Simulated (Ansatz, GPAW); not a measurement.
**Au: 3 runs at one level of theory**

```xyz
1
Lattice="0.0000 2.0350 2.0350 2.0350 0.0000 2.0350 2.0350 2.0350 0.0000" Properties=species:S:1:pos:R:3 pbc="T T T"
Au    0.0000    0.0000    0.0000
```

Alike in all runs: task single point; functional PBE; k mesh 11 × 11 × 11; occupations gaussian, width 0.025 eV; no spin polarisation; no spin-orbit coupling. Pressure is positive in compression and, in plane waves, holds the error of the finite cutoff, which Ansatz's Pulay term estimates and takes out.

```json
{"program and potentials": "Ansatz, Ansatz PAW", "plane-wave cutoff (eV)": "420", "notes": "19 valence electrons an atom on average; Pulay term of +0.06 GPa included", "pressure (GPa)": "10.84"}
{"program and potentials": "GPAW, GPAW PAW data sets (gpaw-data 1.2.1)", "plane-wave cutoff (eV)": "600", "notes": "11 valence electrons an atom on average", "pressure (GPa)": "13.36"}
{"program and potentials": "Ansatz, all-electron LAPW, scalar-relativistic", "plane-wave cutoff (eV)": "-", "notes": "-", "pressure (GPa)": "10.81"}
```

The pressure spans 10.81 (Ansatz, all-electron LAPW, scalar-relativistic) to 13.36 GPa (GPAW, GPAW PAW data sets (gpaw-data 1.2.1)), with all-electron results at 10.81. The cell lies far from this level's equilibrium.

The functional is the same throughout but for its coding, so the spread measures potentials, basis and numerics; runs on potential files found faulty are left out.
